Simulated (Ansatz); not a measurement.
## MgF₂: pressure against volume, fitted

```
CELL_PARAMETERS angstrom
4.62130 0.00000 0.00000
0.00000 4.62130 0.00000
0.00000 0.00000 3.01590
ATOMIC_POSITIONS crystal
Mg 0.00000 0.00000 0.00000
Mg 0.50000 0.50000 0.50000
F 0.30280 0.30280 0.00000
F 0.19720 0.80280 0.50000
F 0.69720 0.69720 0.00000
F 0.80280 0.19720 0.50000
```

Atom numbers follow the list: Mg1, Mg2, F3, F4, F5, F6.

The cell comes from COD entry 9007534, which wasn't checked; take it as a given geometry.

All numbers below come from Ansatz 0.2.0, DFT, LDA, all-electron LAPW, scalar-relativistic.

Settings: a Γ-centred 5×5×7 k mesh, Fermi–Dirac smearing of 0.02 eV, basis error target 1 meV/atom, no spin polarisation.

The cell is scaled evenly. Fractional coordinates are held (clamped ions).

| V (Å³/atom) | P (GPa) |
| --- | --- |
| 10.091 | 4.22 |
| 10.305 | 1.56 |
| 10.520 | -0.83 |
| 10.627 | -1.92 |
| 10.735 | -2.96 |
| 10.842 | -3.94 |
| 10.949 | -4.87 |
| 11.164 | -6.59 |

**Question.** Fit a third-order Birch–Murnaghan curve to the pressures.

**Answer.** P = (3B0/2)(y^(7/2) − y^(5/2))[1 + (3/4)(B0′ − 4)(y − 1)] with y = (V0/V)^(2/3) fits within 0.01 GPa for V0 = 10.443 Å³/atom, B0 = 114.1 GPa and B0′ = 4.35.

**Question.** Predict the pressure at the withheld volume, 11.379 Å³/atom.

**Answer.** There y = 0.9444, so the fit gives -8.12 GPa; the run gave -8.13 GPa.
